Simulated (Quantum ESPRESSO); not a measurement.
# Au (Fm-3m) in Quantum ESPRESSO: reference runs

Reference runs on Au: the cell as given and a disturbed copy.

Program: Quantum ESPRESSO 7.5. These are calculated values, not measurements. Logs are shortened: lines on timing, memory, paths and dates and some standing lists are left out, and cuts for length are marked.

**1. The crystal as given**

The structure is cubic, space group Fm-3m (No. 225). The conventional cell has a = 4.070 Å, b = 4.070 Å, c = 4.070 Å, α = 90.00°, β = 90.00°, γ = 90.00°. Au (site symmetry m-3m) is surrounded by 12 Au at 2.88 Å.

**2. Single point, PBE**

pw.in reads:

```
&CONTROL
  calculation = 'scf'
  prefix = 'pwscf'
  outdir = './tmp'
  pseudo_dir = './pseudo'
  tprnfor = .true.
  tstress = .true.
  disk_io = 'nowf'
/
&SYSTEM
  ibrav = 0
  nat = 1
  ntyp = 1
  ecutwfc = 60
  nbnd = 16
  occupations = 'smearing'
  smearing = 'fd'
  degauss = 0.00367493
/
&ELECTRONS
  conv_thr = 2d-10
  electron_maxstep = 120
  mixing_beta = 0.5
/
ATOMIC_SPECIES
Au   196.9666 Au_ONCV_PBE-1.0.oncvpsp.upf
CELL_PARAMETERS angstrom
   0.0000000000    2.0350000000    2.0350000000
   2.0350000000    0.0000000000    2.0350000000
   2.0350000000    2.0350000000    0.0000000000
ATOMIC_POSITIONS crystal
Au     0.0000000000    0.0000000000    0.0000000000
K_POINTS automatic
11 11 11 0 0 0
```

Potentials or basis: SSSP 1.3 efficiency PBE.

On the command line:

```sh
$ OMP_NUM_THREADS=1 pw.x -in pw.in > pw.out
```

pw.out:

```text
This program is part of the open-source Quantum ESPRESSO suite
     for quantum simulation of materials; please cite
         "P. Giannozzi et al., J. Phys.:Condens. Matter 21 395502 (2009);
         "P. Giannozzi et al., J. Phys.:Condens. Matter 29 465901 (2017);
         "P. Giannozzi et al., J. Chem. Phys. 152 154105 (2020);
     in publications or presentations arising from this work. More details at

     Message from routine setup:
     using ibrav=0 with symmetry is DISCOURAGED, use correct ibrav instead

     Subspace diagonalization in iterative solution of the eigenvalue problem:
     a serial algorithm will be used

     G-vector sticks info
     --------------------
     sticks:   dense  smooth     PW     G-vecs:    dense   smooth      PW
     Sum         499     499    163                 7119     7119    1363

     Using Slab Decomposition

     bravais-lattice index     =            0
     lattice parameter (alat)  =       5.4385  a.u.
     unit-cell volume          =     113.7417 (a.u.)^3
     number of atoms/cell      =            1
     number of atomic types    =            1
     number of electrons       =        19.00
     number of Kohn-Sham states=           16
     kinetic-energy cutoff     =      60.0000  Ry
     charge density cutoff     =     240.0000  Ry
     scf convergence threshold =      2.0E-10
     mixing beta               =       0.5000
     number of iterations used =            8  plain     mixing
     Exchange-correlation= PBE
                           (   1   4   3   4   0   0   0)

     celldm(1)=   5.438489  celldm(2)=   0.000000  celldm(3)=   0.000000
     celldm(4)=   0.000000  celldm(5)=   0.000000  celldm(6)=   0.000000

     crystal axes: (cart. coord. in units of alat)
               a(1) = (   0.000000   0.707107   0.707107 )
               a(2) = (   0.707107   0.000000   0.707107 )
               a(3) = (   0.707107   0.707107   0.000000 )

     reciprocal axes: (cart. coord. in units 2 pi/alat)
               b(1) = ( -0.707107  0.707107  0.707107 )
               b(2) = (  0.707107 -0.707107  0.707107 )
               b(3) = (  0.707107  0.707107 -0.707107 )

     PseudoPot. # 1 for Au read from file:
     Au_ONCV_PBE-1.0.oncvpsp.upf
     Pseudo is Norm-conserving, Zval = 19.0
     Generated using ONCVPSP code by D. R. Hamann
     Using radial grid of 1278 points,  8 beta functions with:
                l(1) =   0
                l(2) =   0
                l(3) =   1
                l(4) =   1
                l(5) =   2
                l(6) =   2
                l(7) =   3
                l(8) =   3

     atomic species   valence    mass     pseudopotential
     Au               19.00   196.96660     Au( 1.00)

     48 Sym. Ops., with inversion, found

   Cartesian axes

     site n.     atom                  positions (alat units)
         1        Au     tau(   1) = (   0.0000000   0.0000000   0.0000000  )

     number of k points=    56  Fermi-Dirac smearing, width (Ry)=  0.0037
                       cart. coord. in units 2pi/alat
        k(    1) = (   0.0000000   0.0000000   0.0000000), wk =   0.0015026
        k(    2) = (   0.0642824   0.0642824  -0.0642824), wk =   0.0120210
        k(    3) = (   0.1285649   0.1285649  -0.1285649), wk =   0.0120210
        k(    4) = (   0.1928473   0.1928473  -0.1928473), wk =   0.0120210
        k(    5) = (   0.2571297   0.2571297  -0.2571297), wk =   0.0120210
        k(    6) = (   0.3214122   0.3214122  -0.3214122), wk =   0.0120210
[... 48 lines left out ...]
        k(   55) = (  -0.0642824  -0.4499770   0.7071068), wk =   0.0360631
        k(   56) = (   0.0000000  -0.3856946   0.6428243), wk =   0.0360631

     Dense  grid:     7119 G-vectors     FFT dimensions: (  27,  27,  27)

     Initial potential from superposition of free atoms

     starting charge      18.9999, renormalised to      19.0000
     Starting wfcs are   10 randomized atomic wfcs +    6 random wfcs

     Self-consistent Calculation

     iteration #  1     ecut=    60.00 Ry     beta= 0.50
     Davidson diagonalization with overlap
     ethr =  1.00E-02,  avg # of iterations =  5.6

     Threshold (ethr) on eigenvalues was too large:
     Diagonalizing with lowered threshold

     Davidson diagonalization with overlap
     ethr =  1.67E-05,  avg # of iterations =  5.2

     total energy              =    -274.67115895 Ry
     estimated scf accuracy    <       0.00311721 Ry

     iteration #  2     ecut=    60.00 Ry     beta= 0.50
     Davidson diagonalization with overlap
     ethr =  1.64E-05,  avg # of iterations =  1.9

     total energy              =    -274.67177078 Ry
     estimated scf accuracy    <       0.00032877 Ry

     iteration #  3     ecut=    60.00 Ry     beta= 0.50
     Davidson diagonalization with overlap
     ethr =  1.73E-06,  avg # of iterations =  1.4

     total energy              =    -274.67181305 Ry
     estimated scf accuracy    <       0.00006949 Ry

     iteration #  4     ecut=    60.00 Ry     beta= 0.50
     Davidson diagonalization with overlap
     ethr =  3.66E-07,  avg # of iterations =  1.4

     total energy              =    -274.67181783 Ry
     estimated scf accuracy    <       0.00000112 Ry

     iteration #  5     ecut=    60.00 Ry     beta= 0.50
     Davidson diagonalization with overlap
     ethr =  5.91E-09,  avg # of iterations =  2.0

     total energy              =    -274.67181783 Ry
     estimated scf accuracy    <       0.00000094 Ry

     iteration #  6     ecut=    60.00 Ry     beta= 0.50
     Davidson diagonalization with overlap
     ethr =  4.97E-09,  avg # of iterations =  2.0

     total energy              =    -274.67181798 Ry
     estimated scf accuracy    <          2.1E-09 Ry

     iteration #  7     ecut=    60.00 Ry     beta= 0.50
     Davidson diagonalization with overlap
     ethr =  1.09E-11,  avg # of iterations =  3.0

     End of self-consistent calculation

          k = 0.0000 0.0000 0.0000 (   893 PWs)   bands (ev):

   -84.7795 -35.9900 -35.9900 -35.9900  10.9451  16.1920  16.1920  16.1920
    17.7383  17.7383  35.4020  39.4608  39.4608  39.4608  44.4353  48.9637

          k = 0.0643 0.0643-0.0643 (   908 PWs)   bands (ev):

   -84.7785 -36.0082 -35.9927 -35.9927  11.2346  16.1003  16.2887  16.2887
    17.6972  17.6972  35.7259  37.8537  39.8073  39.8073  45.2339  47.2441

          k = 0.1286 0.1286-0.1286 (   911 PWs)   bands (ev):

   -84.7759 -36.0570 -36.0001 -36.0001  12.0283  15.9506  16.4633  16.4633
    17.7007  17.7007  34.6958  36.5658  40.6585  40.6585  43.0906  45.1631

          k = 0.1928 0.1928-0.1928 (   896 PWs)   bands (ev):

   -84.7724 -36.1204 -36.0098 -36.0098  12.9799  16.1866  16.4496  16.4496
    18.0166  18.0166  31.2801  36.3349  40.8245  40.8245  42.9524  43.8736

          k = 0.2571 0.2571-0.2571 (   884 PWs)   bands (ev):

   -84.7692 -36.1783 -36.0186 -36.0186  13.4539  16.2888  16.2888  17.4746
    18.5352  18.5352  27.6950  35.4848  39.3564  39.3564  44.8005  44.8032

          k = 0.3214 0.3214-0.3214 (   884 PWs)   bands (ev):

   -84.7673 -36.2125 -36.0239 -36.0239  13.5176  16.1684  16.1684  18.9120
    18.9120  19.4290  24.6715  34.9354  38.2810  38.2810  45.7361  45.7361

          k = 0.1286 0.0000 0.0000 (   893 PWs)   bands (ev):

   -84.7782 -36.0077 -35.9970 -35.9970  11.3322  15.9926  16.3678  16.3678
    17.5261  17.8246  35.8738  38.4218  39.2055  39.2055  46.5194  46.6318

          k = 0.1928 0.0643-0.0643 (   902 PWs)   bands (ev):

   -84.7761 -36.0439 -36.0056 -36.0023  11.9671  15.7882  16.5581  16.5737
    17.3810  17.9177  35.8636  36.7051  39.0039  40.0797  43.5892  45.4480

          k = 0.2571 0.1286-0.1286 (   896 PWs)   bands (ev):

   -84.7729 -36.1011 -36.0159 -36.0111  12.9241  15.7435  16.4934  16.6538
    17.7241  18.1903  32.6275  36.7450  38.6737  40.6231  42.6656  44.6778

          k = 0.3214 0.1928-0.1928 (   896 PWs)   bands (ev):

   -84.7696 -36.1592 -36.0245 -36.0222  13.5934  16.2291  16.4029  16.5329
    18.6191  18.6405  28.9886  35.9687  37.9517  39.4305  44.4480  44.8717

          k = 0.3857 0.2571-0.2571 (   896 PWs)   bands (ev):

   -84.7673 -36.2000 -36.0322 -36.0288  13.7264  16.0533  16.3793  17.5245
    18.9567  20.0542  25.6040  35.2737  37.4680  37.8707  45.5401  46.1384

          k =-0.2571-0.3857 0.3857 (   889 PWs)   bands (ev):

   -84.7667 -36.2108 -36.0376 -36.0274  13.7320  16.0201  16.3134  17.9992
    18.8931  21.0615  24.1269  35.0424  36.9662  37.8697  45.8530  45.9834

          k =-0.1928-0.3214 0.3214 (   885 PWs)   bands (ev):

   -84.7679 -36.1886 -36.0367 -36.0207  13.7266  16.1322  16.3776  17.3488
    18.4459  19.7461  26.6992  35.2988  37.0546  39.3443  44.2876  45.7198

          k =-0.1286-0.2571 0.2571 (   895 PWs)   bands (ev):

   -84.7707 -36.1404 -36.0295 -36.0109  13.4575  16.1031  16.4215  16.5450
    17.8311  18.8127  30.2147  35.8904  38.0347  41.7374  42.1002  44.4888
[... 163 lines left out ...]
   -84.7656 -36.1693 -36.0723 -36.0592  14.2577  14.5908  17.0902  18.4785
    18.5407  20.2155  30.2833  32.0159  32.9823  39.5007  40.4821  47.3453

          k =-0.1286-0.5143 0.6428 (   890 PWs)   bands (ev):

   -84.7641 -36.1772 -36.0947 -36.0647  14.4200  14.8043  16.8561  18.1450
    18.9897  22.3282  27.6021  30.7695  32.2382  39.8327  42.6391  46.6375

          k =-0.0643-0.4500 0.5785 (   899 PWs)   bands (ev):

   -84.7635 -36.1660 -36.1221 -36.0612  14.6398  15.2161  16.5101  17.7617
    18.9280  24.5489  25.5674  29.3512  32.9241  39.6198  45.1116  46.1554

          k = 0.0000-0.3857 0.5143 (   889 PWs)   bands (ev):

   -84.7642 -36.1520 -36.1323 -36.0505  14.9805  15.5240  15.9656  17.5465
    18.5630  23.0527  28.1378  28.2156  34.2744  39.5429  44.2566  47.9450

          k =-0.0643-0.5785 0.7071 (   894 PWs)   bands (ev):

   -84.7633 -36.1930 -36.0861 -36.0758  14.0576  14.3413  18.0184  18.6486
    19.1983  22.5453  27.2455  30.6049  30.9952  39.6986  41.0367  47.5313

          k = 0.0000-0.5143 0.6428 (   899 PWs)   bands (ev):

   -84.7630 -36.1818 -36.1065 -36.0730  14.3043  14.6696  17.3629  18.2287
    19.1919  24.6019  25.8549  29.1404  31.5243  40.1827  42.7890  46.5544

          k =-0.1928-0.4500 0.7071 (   893 PWs)   bands (ev):

   -84.7650 -36.1647 -36.0983 -36.0528  14.9707  15.1359  15.8688  17.9272
    18.5322  21.7453  28.7520  30.3418  33.4573  41.3855  41.9460  46.7070

          k =-0.1286-0.3857 0.6428 (   894 PWs)   bands (ev):

   -84.7638 -36.1625 -36.1188 -36.0617  15.0682  15.3031  15.9124  17.6299
    18.9007  23.7162  26.4901  29.8964  32.3307  40.9920  43.6568  47.6285

          k =-0.0643-0.4500 0.7071 (   893 PWs)   bands (ev):

   -84.7632 -36.1688 -36.1135 -36.0752  14.6699  14.9769  16.5413  17.9373
    19.1961  24.2823  26.9690  29.0416  30.8634  42.1638  42.8179  45.6795

          k = 0.0000-0.3857 0.6428 (   890 PWs)   bands (ev):

   -84.7631 -36.1491 -36.1369 -36.0739  14.8849  15.4218  16.0088  17.6258
    19.1926  25.1908  26.8930  27.8806  31.0700  42.1457  44.1344  45.9684

     the Fermi energy is    20.9595 ev

!    total energy              =    -274.67181799 Ry
     estimated scf accuracy    <          1.6E-10 Ry
     smearing contrib. (-TS)   =      -0.00009979 Ry
     internal energy E=F+TS    =    -274.67171820 Ry

     The total energy is F=E-TS. E is the sum of the following terms:
     one-electron contribution =     -86.39278155 Ry
     hartree contribution      =      52.32738582 Ry
     xc contribution           =     -25.40734616 Ry
     ewald contribution        =    -215.19897632 Ry

     convergence has been achieved in   7 iterations

     Forces acting on atoms (cartesian axes, Ry/au):

     atom    1 type  1   force =     0.00000000    0.00000000    0.00000000

     Total force =     0.000000     Total SCF correction =     0.000000

     Computing stress (Cartesian axis) and pressure

          total   stress  (Ry/bohr**3)                   (kbar)     P=       98.20
   0.00066754   0.00000000   0.00000000           98.20        0.00        0.00
   0.00000000   0.00066754  -0.00000000            0.00       98.20       -0.00
  -0.00000000  -0.00000000   0.00066754           -0.00       -0.00       98.20

=------------------------------------------------------------------------------=
   JOB DONE.
=------------------------------------------------------------------------------=
```

It took 15 s on 1 thread of AMD EPYC 7R43 (Zen 3), shared host; peak memory 0.07 GiB.

Results:

```
Free energy            : -3737.1005 eV
Pressure               : 9.8 GPa
Band gap on the k mesh : none (metal or under the smearing width)
```

The run has no spin-orbit coupling, so splittings on Au are missing.

**3. Single point, PBE (cell strained at random at fixed volume)**

Changes to pw.in since step 2:

```diff
@@ -27,7 +27,7 @@
 CELL_PARAMETERS angstrom
-   0.0000000000    2.0350000000    2.0350000000
-   2.0350000000    0.0000000000    2.0350000000
-   2.0350000000    2.0350000000    0.0000000000
+   0.0595180000    2.0327840000    2.0239020000
+   2.0628430000    0.0301460000    2.0532750000
+   2.0741320000    2.0734450000    0.0188570000
 ATOMIC_POSITIONS crystal
-Au     0.0000000000    0.0000000000    0.0000000000
+Au    -0.0018960000   -0.0041750000    0.0185300000
 K_POINTS automatic
```

Potentials or basis: SSSP 1.3 efficiency PBE.

On the command line:

```sh
$ OMP_NUM_THREADS=1 pw.x -in pw.in > pw.out
```

Run time: 2.7 min. Hardware: 1 thread of AMD EPYC 7R43 (Zen 3), shared host; peak memory 0.19 GiB.

It converged, with:

```
Free energy            : -3737.0942 eV
Pressure               : 10.0 GPa
Band gap on the k mesh : none (metal or under the smearing width)
```

Stress tensor (GPa, compression positive):
```
10.15 -2.17 -1.60
-2.17 10.00  0.26
-1.60  0.26  9.93
```

Levels at points of the mesh, in eV from the Fermi level:
| k point | band 7 | band 8 | band 9 | band 10 | band 11 | band 12 | band 13 | band 14 |
| --- | --- | --- | --- | --- | --- | --- | --- | --- |
| (0.00, 0.00, 0.00) | -4.80 | -4.55 | -3.21 | -3.17 | 14.42 | 17.88 | 18.48 | 19.26 |

The run has no spin-orbit coupling, so splittings on Au are missing.
